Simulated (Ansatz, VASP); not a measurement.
## Ir: VASP beside Ansatz

```
Ir
1.0
     0.00000    1.91560    1.91560
     1.91560    0.00000    1.91560
     1.91560    1.91560    0.00000
Ir
1
Direct
  0.00000 0.00000 0.00000
```

Alike in both runs: task relaxation of cell and atoms; functional revPBE; dispersion D3(BJ); k mesh 13 × 13 × 13; occupations methfessel-paxton of order 1, width 0.05 eV; no spin polarisation.

|  | VASP | Ansatz |
| --- | --- | --- |
| version | VASP 6.6.1 | Ansatz 0.2.0 |
| potentials or method | VASP PAW PBE potentials, release 64 (Ir) | plane waves, PAW |
| plane-wave cutoff (eV) | 600 | 450 |
| valence electrons in the cell | 9 | 17 |

```csv
,VASP,Ansatz,Ansatz less VASP
relaxed volume (Å³/atom),14.02,13.99,-0.024
relaxed cell length with the largest relative difference (Å),2.707,2.705,-0.0015
```

The two sets of potentials don't hold the same shells in valence.

Caveats: the PAW data sets were made with another functional, which shifts forces and pressure a little (VASP); pairwise dispersion overbinds metals, which lowers pressure and volume. Spin-orbit coupling is left out, which matters for the levels of Ir.
